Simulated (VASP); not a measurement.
KCl: single point with PBE

**The experiment to reproduce.**

From a printed reference work, monograph, for a bulk crystal of KCl: band gap 8.68 eV.

The system is KCl.

```xyz
2
Lattice="0.0000 3.1561 3.1561 3.1561 0.0000 3.1561 3.1561 3.1561 0.0000" Properties=species:S:1:pos:R:3 pbc="T T T"
K     0.0000    0.0000    0.0000
Cl    3.1561    3.1561    3.1561
```

| Property | Result |
| --- | --- |
| Program | VASP 6.6.1 |
| Task | single point |
| Functional | PBE |
| Potentials or basis | VASP PAW PBE potentials, release 64 (K_sv, Cl) |
| Cutoff | 520 eV |
| k mesh | 7 × 7 × 7 |
| Occupations | fermi-dirac, width 0.28 eV |
| Spin | no spin polarisation |

The pressure is 0.6 GPa. The band gap on the k mesh is 5.16 eV.

Levels at points of the mesh, in eV from the valence-band top:
```
           k point  band 4  band 5  band 6  band 7  band 8  band 9  band 10  band 11  band 12  band 13
(0.00, 0.00, 0.00)  -10.68  -10.68    0.00    0.00    0.00    5.16     8.38     8.38     8.38     9.25
```

Run time: 21 s on 1 thread of AMD EPYC 7R13 Processor (Zen 3), on a shared host, peak memory 0.17 GiB.

Against the measured gap of KCl, 8.68 eV (a printed reference work, monograph), the calculated 5.16 eV is off by -3.52 eV. The value is that of PBE on a finite k mesh, which can miss the band edges, without temperature or zero-point motion. Semilocal functionals fall short of measured gaps as a rule.

Caveat: so wide a smearing shifts energies and pressures; an odd mesh through Γ misses points on the zone boundary, where band edges can lie.
